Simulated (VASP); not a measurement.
# GaN in VASP: one cell, several levels of theory

Aim: gap, levels, forces and stress of GaN (zincblende), under +5.8 % biaxial strain in x and y, z held at fixed geometry. Runs: PBE, r2SCAN. The results are then set beside those of Ansatz 0.2.0 for the same cell.

Program: VASP 6.6.1. PAW datasets, plane waves. Calculated at 0 K for a non-magnetic cell.

## 1. Starting point

The cell comes from an earlier relaxation with r2SCAN in another program, then strained, with the atoms relaxed again.

It is tetragonal, I-4m2 (No. 119); a = 3.364 Å, c = 4.498 Å in the conventional setting, 12.72 Å³ an atom. Near Ga stand 4 N at 2.02 Å; near N stand 4 Ga at 2.02 Å.

Coordinates:

```cif
data_structure
_symmetry_space_group_name_H-M 'I-4m2'
_symmetry_Int_Tables_number 119
_cell_length_a 3.3637
_cell_length_b 3.3637
_cell_length_c 4.4979
_cell_angle_alpha 90.000
_cell_angle_beta 90.000
_cell_angle_gamma 90.000
_cell_volume 50.89
loop_
_atom_site_label
_atom_site_type_symbol
_atom_site_symmetry_multiplicity
_atom_site_Wyckoff_symbol
_atom_site_fract_x
_atom_site_fract_y
_atom_site_fract_z
_atom_site_occupancy
Ga1 Ga 2 a 0.00000 0.00000 0.00000 1
N1 N 2 c 0.00000 0.50000 0.25000 1
```

## 2. PBE at this geometry

Input file INCAR:

```
ENCUT = 520.000000
SIGMA = 0.020000
EDIFF = 1.00e-07
GGA = PE
PREC = Accurate
IBRION = -1
ISIF = 2
ISMEAR = -1
NBANDS = 16
NELM = 120
NSW = 0
LASPH = .TRUE.
LCHARG = .FALSE.
LWAVE = .FALSE.
LREAL = .FALSE.
```

Input file KPOINTS:

```
KPOINTS created by Atomic Simulation Environment
0
Gamma
10 10 10
0 0 0
```

Input file KPOINTS_OPT:

```
special points
6
Reciprocal
0.0000000000 0.0000000000 0.0000000000 1
-0.5000000000 -0.5000000000 0.0000000000 1
-0.3750000000 -0.3750000000 0.2500000000 1
-0.3750000000 0.0000000000 0.3750000000 1
0.0000000000 0.0000000000 0.5000000000 1
-0.5000000000 -0.2500000000 0.2500000000 1
```

Input file POSCAR:

```
Ga N
 1.0000000000000000
     0.0000000000000000    2.3784923295999998    2.2489526566000002
     2.3784923295999998    0.0000000000000000    2.2489526566000002
     2.3784923295999998    2.3784923295999998    0.0000000000000000
 Ga  N
   1   1
Cartesian
  0.0000000000000000  0.0000000000000000  0.0000000000000000
  1.1892461647999999  1.1892461647999999  1.1244763283000001
```

The run uses the recommended PBE PAW datasets (18 valence electrons a neutral cell).

On the command line:

```sh
$ mpirun -np 1 vasp_std
```

Standard output, without the iteration lines:

```text
POSCAR found type information on POSCAR GaN
 POSCAR found :  2 types and       2 ions
 LDA part: xc-table for (Slater+PW92), standard interpolation
 POSCAR, INCAR and KPOINTS ok, starting setup
 FFT: planning ... GRIDC
 FFT: planning ... GRID_SOFT
 FFT: planning ... GRID
 WAVECAR not read
 entering main loop
 Start KPOINTS_OPT (optional k-point list driver)
k-point batch [1-6\6]
```

OSZICAR:

```text
N       E                     dE             d eps       ncg     rms          rms(c)
DAV:   1     0.874397939586E+02    0.87440E+02   -0.94236E+03  3512   0.197E+03
DAV:   2    -0.713993520970E+01   -0.94580E+02   -0.88433E+02  3712   0.335E+02
DAV:   3    -0.138274330949E+02   -0.66875E+01   -0.66553E+01  3800   0.737E+01
DAV:   4    -0.139111681513E+02   -0.83735E-01   -0.83705E-01  4144   0.905E+00
DAV:   5    -0.139122907398E+02   -0.11226E-02   -0.11226E-02  3912   0.918E-01    0.737E+00
DAV:   6    -0.120800809134E+02    0.18322E+01   -0.50698E+00  4920   0.368E+01    0.274E+00
DAV:   7    -0.120726232128E+02    0.74577E-02   -0.28280E-01  3544   0.705E+00    0.174E+00
DAV:   8    -0.120693340988E+02    0.32891E-02   -0.84834E-02  3560   0.311E+00    0.977E-01
DAV:   9    -0.120636473724E+02    0.56867E-02   -0.12647E-02  4552   0.215E+00    0.330E-01
DAV:  10    -0.120640958586E+02   -0.44849E-03   -0.14639E-03  3624   0.352E-01    0.210E-01
DAV:  11    -0.120640306813E+02    0.65177E-04   -0.20747E-04  4528   0.279E-01    0.458E-02
DAV:  12    -0.120640340079E+02   -0.33266E-05   -0.24002E-05  3704   0.456E-02    0.229E-02
DAV:  13    -0.120640332872E+02    0.72072E-06   -0.23511E-06  5088   0.192E-02    0.785E-03
DAV:  14    -0.120640335805E+02   -0.29338E-06   -0.39971E-07  3592   0.524E-03    0.177E-03
DAV:  15    -0.120640335415E+02    0.38990E-07   -0.22396E-08  1928   0.131E-03
   1 F= -.12064034E+02 E0= -.12064034E+02  d E =-.542873E-12
       N       E                     dE             ncg
DAV:   1     0.191251907452E+04   -0.42285E+04      216
DAV:   2     0.143508658842E+04   -0.47743E+03      232
DAV:   3     0.140270891389E+04   -0.32378E+02      208
DAV:   4     0.140226224755E+04   -0.44667E+00      272
DAV:   5     0.140225754354E+04   -0.47040E-02      216
DAV:   6     0.140225737153E+04   -0.17201E-03      288
DAV:   7     0.140225736605E+04   -0.54773E-05      232
DAV:   8     0.140225736587E+04   -0.17888E-06      240
DAV:   9     0.140225736587E+04   -0.18445E-08      168
```

The lines after F= are the extra pass for the points of KPOINTS_OPT, at fixed density; their E is not a total energy.

From OUTCAR:

```text
k-points           NKPTS =    102   k-points in BZ     NKDIM =    102   number of bands    NBANDS=     16

   NELECT =      18.0000    total number of electrons

   dimension x,y,z NGX =    24 NGY =   24 NGZ =   28
   dimension x,y,z NGXF=    48 NGYF=   48 NGZF=   56

  energy-cutoff  :      520.00
  volume of cell :       25.45
      direct lattice vectors                 reciprocal lattice vectors
     0.000000000  2.378492330  2.248952657    -0.210217201  0.210217201  0.222325712
     2.378492330  0.000000000  2.248952657     0.210217201 -0.210217201  0.222325712
     2.378492330  2.378492330  0.000000000     0.210217201  0.210217201 -0.222325712

 k-points in reciprocal lattice and weights: KPOINTS created by Atomic Simulation Env
   0.00000000  0.00000000  0.00000000       0.001
   0.10000000  0.00000000  0.00000000       0.008
   0.20000000  0.00000000  0.00000000       0.008
   0.30000000  0.00000000  0.00000000       0.008
   0.40000000  0.00000000  0.00000000       0.008
   0.50000000  0.00000000  0.00000000       0.004
   0.10000000  0.10000000  0.00000000       0.002
   0.20000000  0.10000000  0.00000000       0.008
[... 94 more k-points ...]

 E-fermi :   4.7731

 k-point     1 :       0.0000    0.0000    0.0000
  band No.  band energies     occupation
      1     -10.8877      2.00000
      2      -9.2261      2.00000
      3      -9.2261      2.00000
      4      -9.1781      2.00000
      5      -8.9881      2.00000
      6      -8.9835      2.00000
      7       4.1210      2.00000
      8       4.1210      2.00000
      9       4.3429      2.00000
     10       5.2274      0.00000
     11      13.7467      0.00000
     12      13.9133      0.00000
     13      13.9133      0.00000
     14      20.3920      0.00000
     15      21.7238      0.00000
     16      21.7238      0.00000

 k-point     2 :       0.1000    0.0000    0.0000
  band No.  band energies     occupation
      1     -10.8043      2.00000
      2      -9.2161      2.00000
      3      -9.1973      2.00000
      4      -9.1493      2.00000
      5      -8.9890      2.00000
      6      -8.9832      2.00000
      7       3.0292      2.00000
      8       4.0169      2.00000
      9       4.1908      2.00000
     10       6.1899      0.00000
     11      13.3030      0.00000
     12      14.0198      0.00000
     13      14.0231      0.00000
     14      20.5002      0.00000
     15      20.5290      0.00000
     16      21.4199      0.00000

 k-point     3 :       0.2000    0.0000    0.0000
  band No.  band energies     occupation
      1     -10.6112      2.00000
      2      -9.1935      2.00000
      3      -9.1638      2.00000
      4      -9.0064      2.00000
      5      -8.9788      2.00000
      6      -8.9518      2.00000
      7       1.3677      2.00000
      8       3.7603      2.00000
      9       3.9882      2.00000
     10       7.2321      0.00000
     11      12.5288      0.00000
     12      14.1397      0.00000
     13      14.3831      0.00000
     14      19.5706      0.00000
     15      19.9794      0.00000
     16      21.0558      0.00000

 k-point     4 :       0.3000    0.0000    0.0000
  band No.  band energies     occupation
      1     -10.4409      2.00000
      2      -9.1738      2.00000
      3      -9.1427      2.00000
      4      -8.9881      2.00000
      5      -8.9642      2.00000
      6      -8.5465      2.00000
      7      -0.2866      2.00000
      8       3.4691      2.00000
      9       3.7625      2.00000
     10       7.8437      0.00000
     11      12.2021      0.00000
     12      14.0073      0.00000
     13      14.5793      0.00000
     14      19.0401      0.00000
     15      20.5725      0.00000
     16      20.9912      0.00000

 k-point     5 :       0.4000    0.0000    0.0000
  band No.  band energies     occupation
      1     -10.3598      2.00000
      2      -9.1654      2.00000
      3      -9.1344      2.00000
      4      -8.9738      2.00000
      5      -8.9444      2.00000
      6      -7.9947      2.00000
      7      -1.6274      2.00000
      8       3.2505      2.00000
      9       3.5943      2.00000
     10       8.0364      0.00000
     11      12.2899      0.00000
     12      13.7620      0.00000
     13      14.5147      0.00000
     14      18.8960      0.00000
     15      21.8510      0.00000
     16      21.9193      0.00000

 k-point     6 :       0.5000    0.0000    0.0000
  band No.  band energies     occupation
      1     -10.3397      2.00000
      2      -9.1638      2.00000
      3      -9.1331      2.00000
      4      -8.9665      2.00000
      5      -8.9350      2.00000
      6      -7.7053      2.00000
      7      -2.1846      2.00000
      8       3.1704      2.00000
      9       3.5330      2.00000
     10       8.0592      0.00000
     11      12.3859      0.00000
     12      13.6516      0.00000
     13      14.4415      0.00000
     14      18.9283      0.00000
     15      22.6662      0.00000
     16      22.6840      0.00000

 k-point     7 :       0.1000    0.1000    0.0000
  band No.  band energies     occupation
      1     -10.7708      2.00000
      2      -9.2070      2.00000
      3      -9.2070      2.00000
      4      -9.1291      2.00000
      5      -8.9874      2.00000
      6      -8.9768      2.00000
      7       3.0823      2.00000
      8       3.8298      2.00000
      9       3.8298      2.00000
     10       6.5601      0.00000
     11      12.8533      0.00000
     12      14.1412      0.00000
     13      14.1412      0.00000
     14      20.0752      0.00000
     15      21.8888      0.00000
     16      22.5161      0.00000

 k-point     8 :       0.2000    0.1000    0.0000
  band No.  band energies     occupation
      1     -10.6140      2.00000
      2      -9.1831      2.00000
      3      -9.1783      2.00000
      4      -9.0554      2.00000
      5      -8.9689      2.00000
      6      -8.9291      2.00000
      7       1.8071      2.00000
      8       3.5137      2.00000
      9       3.7073      2.00000
     10       7.4490      0.00000
     11      12.1308      0.00000
     12      14.3412      0.00000
     13      14.3603      0.00000
     14      18.7578      0.00000
     15      21.6516      0.00000
     16      21.6794      0.00000

 k-point     9 :       0.3000    0.1000    0.0000
  band No.  band energies     occupation
      1     -10.4467      2.00000
      2      -9.1604      2.00000
      3      -9.1512      2.00000
      4      -9.0275      2.00000
      5      -8.9552      2.00000
      6      -8.6001      2.00000
      7       0.2352      2.00000
      8       3.2056      2.00000
      9       3.4989      2.00000
     10       8.1626      0.00000
     11      11.8220      0.00000
     12      14.2316      0.00000
     13      14.3767      0.00000
     14      18.5001      0.00000
     15      21.0681      0.00000
     16      21.8254      0.00000

 k-point    10 :       0.4000    0.1000    0.0000
  band No.  band energies     occupation
      1     -10.3541      2.00000
      2      -9.1493      2.00000
      3      -9.1373      2.00000
      4      -9.0080      2.00000
      5      -8.9393      2.00000
      6      -8.0657      2.00000
      7      -1.1819      2.00000
      8       3.0132      2.00000
      9       3.2277      2.00000
     10       8.4804      0.00000
     11      11.9363      0.00000
     12      14.0168      0.00000
     13      14.1753      0.00000
     14      18.8903      0.00000
     15      21.2602      0.00000
     16      22.6345      0.00000

 k-point    11 :       0.5000    0.1000    0.0000
  band No.  band energies     occupation
      1     -10.3245      2.00000
      2      -9.1473      2.00000
      3      -9.1336      2.00000
      4      -8.9862      2.00000
      5      -8.9347      2.00000
      6      -7.6591      2.00000
      7      -2.0023      2.00000
      8       2.9919      2.00000
      9       3.0078      2.00000
     10       8.5743      0.00000
     11      11.9530      0.00000
     12      13.9847      0.00000
     13      14.1241      0.00000
     14      19.3307      0.00000
     15      21.9248      0.00000
     16      22.8549      0.00000

 k-point    12 :      -0.4000    0.1000    0.0000
  band No.  band energies     occupation
      1     -10.3318      2.00000
      2      -9.1496      2.00000
      3      -9.1320      2.00000
      4      -8.9759      2.00000
      5      -8.9490      2.00000
      6      -7.7843      2.00000
      7      -1.7900      2.00000
      8       2.9165      2.00000
      9       3.1448      2.00000
     10       8.6023      0.00000
     11      11.8740      0.00000
     12      13.9674      0.00000
     13      14.2007      0.00000
     14      19.6220      0.00000
     15      21.5166      0.00000
     16      22.4965      0.00000

[... the tables of k-points 13 to 102 left out ...]

  Total       -2.1225130     -2.1225130     -1.1293358      0.0000000      0.0000000     -0.0000000
  in kB     -133.6432792   -133.6432792    -71.1082254      0.0000000      0.0000000     -0.0000000
  external PRESSURE =    -112.7982613 kB  Pullay stress =       0.0000000 kB

 POSITION                                       TOTAL-FORCE (eV/Angst)
 -----------------------------------------------------------------------------------
      0.00000      0.00000      0.00000        -0.000000     -0.000000     -0.000000
      1.18925      1.18925      1.12448         0.000000      0.000000      0.000000
 -----------------------------------------------------------------------------------
    total drift:                                0.000002      0.000002      0.000007

  FREE ENERGIE OF THE ION-ELECTRON SYSTEM (eV)
  ---------------------------------------------------
  free  energy   TOTEN  =       -12.0640335415 eV

  energy  without entropy=      -12.0640335415  energy(sigma->0) =      -12.06403354
```

Hardware: 1 MPI rank of Intel Xeon Platinum 8488C, shared host.

The levels at the points of KPOINTS_OPT are read from vasprun.xml.

Levels at the named points, in eV from the top of band v (v: the last filled band by count, c: the next):

```
point    v−1      v     c   c+1
    Γ  -0.22   0.00  0.88  9.40
    X  -2.75  -2.75  3.00  5.33
    U  -3.81  -2.28  4.36  6.60
    K  -3.87  -1.91  4.82  6.96
    L  -1.17  -0.81  3.72  8.04
    W  -3.35  -3.28  5.74  7.08
```

Gap with PBE: 0.88 eV, direct (Γ). Pressure: -11.28 GPa; the forces vanish within 0.01 eV/Å.

(Part 1 of 2 ends here.)
